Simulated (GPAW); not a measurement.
CuO:

```
Cu O
1.0
     2.83633    0.00000    0.00000
    -1.41816    2.45633    0.00000
     0.00000    0.00000    2.76811
Cu O
1 1
Direct
  0.00000 0.00000 0.00000
  0.66667 0.33333 0.50000
```

Measurements of this composition are mostly on another form, of space group No. 15.

Base run:

* Program: GPAW 26.7.0
* Functional: LDA
* Potentials or basis: the program's PAW data sets (release 1.2.1) made for this functional
* Cutoff: 800 eV
* Basis: pw
* k mesh: 11 × 11 × 10
* Occupations: fermi-dirac, width 0.05 eV
* Spin: no spin polarisation

Its results: pressure -15.5 GPa.

The run is repeated on the same cell with these changes: potentials or basis from the program's PAW data sets (release 1.2.1) made for this functional to JTH PAW 2.0, LDA; valence electrons from 17 to 25. What comes out?

Pressure -16.9 GPa.

Caveats: an odd number of electrons without spin polarisation forces a metal; a magnetic or distorted state may lie lower; the run has no spin polarisation, though such a crystal can be magnetic; with this Cu data set, volumes or pressures lay over 1.5 % or 2 GPa off other programs in two to four cells of ten (some runs); the program truncates these outside data sets (some runs).
